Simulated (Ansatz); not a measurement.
Consider Li3N (space group P6/mmm, No. 191; a = 3.6098 Å, c = 3.8558 Å).

Structures relaxed with r2SCAN/PAW in Ansatz (a program for electronic structure), spin-orbit coupling left out.

Base:

Simulated powder pattern, Cu Kα, λ = 1.54184 Å (kinematic, ideal powder, no thermal factors, no anomalous dispersion; the 10 strongest lines at most, above 2 %, up to 2θ = 90°):

| 2θ (°) | I/Imax (%) | hkl |
|---|---|---|
| 23.07 | 100 | (001) |
| 28.55 | 87 | (100) |
| 37.02 | 3.7 | (101) |
| 47.14 | 26 | (002) |
| 50.57 | 60 | (110) |
| 56.04 | 14 | (102) |
| 56.28 | 31 | (111) |
| 59.10 | 5.8 | (200) |
| 71.62 | 36 | (112) |
| 78.83 | 3.8 | (202) |

It is then changed as follows: an isotropic linear strain of −1.46 %; the atoms relax in the strained cell.

Predict the new powder pattern.


Simulated powder pattern, Cu Kα, λ = 1.54184 Å (kinematic, ideal powder, no thermal factors, no anomalous dispersion; the 10 strongest lines at most, above 2 %, up to 2θ = 90°):

| 2θ (°) | d (Å) | I/Imax (%) | hkl |
|---|---|---|---|
| 23.41 | 3.799 | 100 | (001) |
| 28.99 | 3.081 | 87 | (100) |
| 37.59 | 2.393 | 3.5 | (101) |
| 47.88 | 1.900 | 25 | (002) |
| 51.37 | 1.779 | 60 | (110) |
| 56.95 | 1.617 | 14 | (102) |
| 57.19 | 1.611 | 30 | (111) |
| 60.07 | 1.540 | 5.7 | (200) |
| 72.85 | 1.298 | 35 | (112) |
| 80.23 | 1.196 | 3.8 | (202) |

The indices refer to the base's conventional cell; one index is shown for lines that coincide.

Stability against distortions was not tested.
